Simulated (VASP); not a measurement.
Here is a VASP 6.6.1 calculation.

Contents of INCAR:

```
  PREC = Accurate
  ENCUT = 520
  EDIFF = 1E-6
  ISMEAR = 0
  SIGMA = 0.01
  LREAL = F
  LASPH = T
  NELM = 60
  ALGO = Normal
  ISIF = 2
  LWAVE = F
  LCHARG = F
  GGA = PS
  NBANDS = 15
```

File KPOINTS:

```
Automatic mesh
0
Gamma
  4 4 4
```

Contents of POSCAR:

```
KI
1.0
    0.0000000000      3.5327750000      3.5327750000
    3.5327750000      0.0000000000      3.5327750000
    3.5327750000      3.5327750000      0.0000000000
K I
1 1
Direct
    0.0000000000      0.0000000000      0.0000000000
    0.5000000000      0.5000000000      0.5000000000
```

Potentials or basis: VASP PAW PBE potentials, release 64 (K_sv, I).

Command:

```console
$ cat potpaw_PBE.64/K_sv/POTCAR potpaw_PBE.64/I/POTCAR > POTCAR
$ mpirun -np 1 vasp_std > vasp.out
```

Q: Estimate the pressure.

A: -0.2 GPa.

Q: Estimate the band gap on the k mesh.

A: 3.81 eV, direct.

Caveat: the PAW data sets were made with another functional, which shifts forces and pressure a little; spin-orbit coupling is left out, which moves the levels of the heavy elements.

**Experimental background.**

From a printed reference work, monograph, for a bulk crystal of KI: band gap 6.32 eV.

Against the measured gap of KI, 6.32 eV (a printed reference work, monograph), the calculated 3.81 eV is off by -2.51 eV. Spin-orbit coupling on I is left out. The value is that of PBEsol, without temperature or zero-point motion. Semilocal functionals fall short of measured gaps as a rule.
